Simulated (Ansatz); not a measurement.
# MgTe: the cost of one run

Computed with Ansatz 0.2.0 (DFT, PBE, plane-wave PAW, default files, scalar-relativistic, as far as a step names no other, unless a step's input says otherwise).

### 1 The structure to begin with

It takes space group P6_3mc (No. 186, hexagonal). The conventional cell has a = 4.520 Å, b = 4.520 Å, c = 7.330 Å, α = 90.00°, β = 90.00°, γ = 120.00°. Mg (site symmetry 3m) is surrounded by 4 Te at 2.76 Å. Around Te (site symmetry 3m) lie 4 Mg at 2.76 Å.

Coordinates:

```cif
data_structure
_symmetry_space_group_name_H-M 'P6_3mc'
_symmetry_Int_Tables_number 186
_cell_length_a 4.5200
_cell_length_b 4.5200
_cell_length_c 7.3300
_cell_angle_alpha 90.000
_cell_angle_beta 90.000
_cell_angle_gamma 120.000
_cell_volume 129.69
loop_
_atom_site_label
_atom_site_type_symbol
_atom_site_symmetry_multiplicity
_atom_site_Wyckoff_symbol
_atom_site_fract_x
_atom_site_fract_y
_atom_site_fract_z
_atom_site_occupancy
Mg1 Mg 2 b 0.33333 0.66667 0.00403 1
Te1 Te 2 b 0.33333 0.66667 0.38097 1
```

The earlier run gave: gap on the mesh 2.64 eV, largest force 0.009 eV/Å, pressure 2.4 GPa.

Like atoms gathered into sites:

```tsv
site	atoms	first shell	V_zz (10²¹ V/m²)	η	C_Q (MHz)
Mg	1, 2	4 Te at 2.76 Å	0.039	0.00	0.188 (²⁵Mg)
Te	3, 4	4 Mg at 2.76 Å	-0.090	0.00	–
```

Conventions: |V_zz| ≥ |V_yy| ≥ |V_xx|, η = (V_xx − V_yy)/V_zz, C_Q = eQV_zz/h. Q values from Pyykkö, Mol. Phys. 116, 1328 (2018). A dash under C_Q marks elements without a common quadrupolar isotope.

### 2 Trying other settings (basis.ecutwfc = 350 eV, hamiltonian.pseudopotentials = kind: paw, source: jth, scf.initial_density.chi_scale = 0.1)

Input file input.yaml:

```yaml
crystal:
  lattice:
    - [4.52, 0.0, 0.0]
    - [-2.26, 3.9144348251, 0.0]
    - [0.0, 0.0, 7.33]
  atoms:
    - { symbol: Mg, position: [0.3333333333, 0.6666666667, 0.0040294819] }
    - { symbol: Mg, position: [0.6666666667, 0.3333333333, 0.5040294819] }
    - { symbol: Te, position: [0.3333333333, 0.6666666667, 0.3809705181] }
    - { symbol: Te, position: [0.6666666667, 0.3333333333, 0.8809705181] }
kpoints:
  mp_grid: { grid: [7, 7, 4] }
scf:
  occupations: { method: fermi_dirac, width: 0.02 }
  initial_density: { chi_scale: 0.1 }
hamiltonian:
  xc: pbe
  pseudopotentials: { kind: paw, source: jth }
output:
  forces: true
  stress: true
  populations: true
  efg: { quadrupole_moments_barn: { Mg: 0.1994 }, contact_densities: true }
basis:
  ecutwfc: "350 eV"
```

Command:

```
ansatz run input.yaml --threads 1 --pin off --max-ram 2560MiB --backend cpu --events-out ev --progress --plain --runs-dir out
```

What time and memory should one allow on 1 thread of Intel Xeon Platinum 8259CL at 2.50GHz (Skylake/Cascade Lake), shared host?

About 4.9 s, with a peak of 0.46 GiB.
